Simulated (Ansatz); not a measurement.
# B: the cost of one run

Computed with Ansatz 0.2.0 (DFT PBE, scalar-relativistic, plane waves, PAW, unless a step's input says otherwise).

### Step 1. The starting structure

The structure is hexagonal, space group P-6m2 (No. 187). The conventional cell has a = 2.722 Å, b = 2.722 Å, c = 19.221 Å, α = 90.00°, β = 90.00°, γ = 120.00°. B (site symmetry 3m) is surrounded by 4 B at 1.68 to 1.87 Å. B (site symmetry 3m) has 5 B at 1.64 to 1.80 Å as nearest neighbours. Around B (site symmetry 3m) lie 7 B at 1.65 to 1.80 Å. B (site symmetry 3m) is surrounded by 5 B at 1.65 to 1.81 Å. Around B (site symmetry 3m) lie 7 B at 1.64 to 1.81 Å. B (site symmetry 3m) is surrounded by 4 B at 1.68 to 1.89 Å. B (site symmetry 3m) is surrounded by 4 B at 1.67 to 1.87 Å.

Structure file:

```
CELL_PARAMETERS angstrom
2.72180 0.00000 0.00000
-1.36090 2.35715 0.00000
0.00000 0.00000 19.22144
ATOMIC_POSITIONS crystal
B 0.33333 0.66667 0.81421
B 0.00000 0.00000 0.67479
B 0.66667 0.33333 0.37114
B 0.66667 0.33333 0.54327
B 0.00000 0.00000 0.41032
B 0.33333 0.66667 0.09864
B 0.00000 0.00000 0.23826
B 0.66667 0.33333 0.95632
B 0.66667 0.33333 0.04368
B 0.66667 0.33333 0.62886
B 0.33333 0.66667 0.90136
B 0.00000 0.00000 0.32521
B 0.00000 0.00000 0.76174
B 0.00000 0.00000 0.58968
B 0.33333 0.66667 0.18579
B 0.66667 0.33333 0.45673
```

The cell was relaxed beforehand at this level, from a generated guess; it needn't be the stable form of this composition. At a tolerance of 0.05 Å it has space group P-6m2 (No. 187); it has 7.71 Å³/atom, an uncorrected energy of +0.52 eV/atom over the standard state.

### Step 2. Bands, states and charges

input.yaml reads:

```yaml
crystal:
  lattice:
    - [2.7217996392, 0.0, 0.0]
    - [-1.3608998196, 2.3571476316, 0.0]
    - [0.0, 0.0, 19.2214379631]
  atoms:
    - { symbol: B, position: [0.3333333333, 0.6666666667, 0.8142086272] }
    - { symbol: B, position: [0.0, 0.0, 0.6747862248] }
    - { symbol: B, position: [0.6666666667, 0.3333333333, 0.3711358673] }
    - { symbol: B, position: [0.6666666667, 0.3333333333, 0.5432722523] }
    - { symbol: B, position: [0.0, 0.0, 0.4103244194] }
    - { symbol: B, position: [0.3333333333, 0.6666666667, 0.098643183] }
    - { symbol: B, position: [0.0, 0.0, 0.2382564116] }
    - { symbol: B, position: [0.6666666667, 0.3333333333, 0.9563182323] }
    - { symbol: B, position: [0.6666666667, 0.3333333333, 0.0436817677] }
    - { symbol: B, position: [0.6666666667, 0.3333333333, 0.6288641327] }
    - { symbol: B, position: [0.3333333333, 0.6666666667, 0.901356817] }
    - { symbol: B, position: [0.0, 0.0, 0.3252137752] }
    - { symbol: B, position: [0.0, 0.0, 0.7617435884] }
    - { symbol: B, position: [0.0, 0.0, 0.5896755806] }
    - { symbol: B, position: [0.3333333333, 0.6666666667, 0.1857913728] }
    - { symbol: B, position: [0.6666666667, 0.3333333333, 0.4567277477] }
basis:
  ecutwfc: 420
kpoints:
  mp_grid: { grid: [18, 18, 2] }
  band_path:
    path:
      - [[0.0, 0.0, 0.0], [0.5, 0.0, 0.0], [0.33333333, 0.33333333, 0.0], [0.0, 0.0, 0.0], [0.0, 0.0, 0.5], [0.5, 0.0, 0.5], [0.33333333, 0.33333333, 0.5], [0.0, 0.0, 0.5]]
      - [[0.5, 0.0, 0.5], [0.5, 0.0, 0.0]]
      - [[0.33333333, 0.33333333, 0.5], [0.33333333, 0.33333333, 0.0]]
    npoints: 10
hamiltonian:
  xc: pbe
scf:
  occupations: { method: gaussian, width: 0.1 }
  n_extra_bands: 40
output:
  forces: true
  stress: true
  eigenvalues: true
  populations: true
  dos: { projected: true, de: 0.02, nscf_kmesh: { grid: [22, 22, 3] } }
  bader: false
  write_density: true
  write_potential: true
  elf: true
  volumetric_format: npy
```

On the command line:

```
> ansatz run input.yaml --threads 1 --pin off --max-ram 2560MiB --backend cpu --events-out ev --progress --plain --runs-dir out
```

Q: Estimate wall time and peak memory on 1 thread of Intel Xeon Platinum 8488C (Sapphire Rapids), shared host.

About 1.8 min, with a peak of 0.84 GiB.
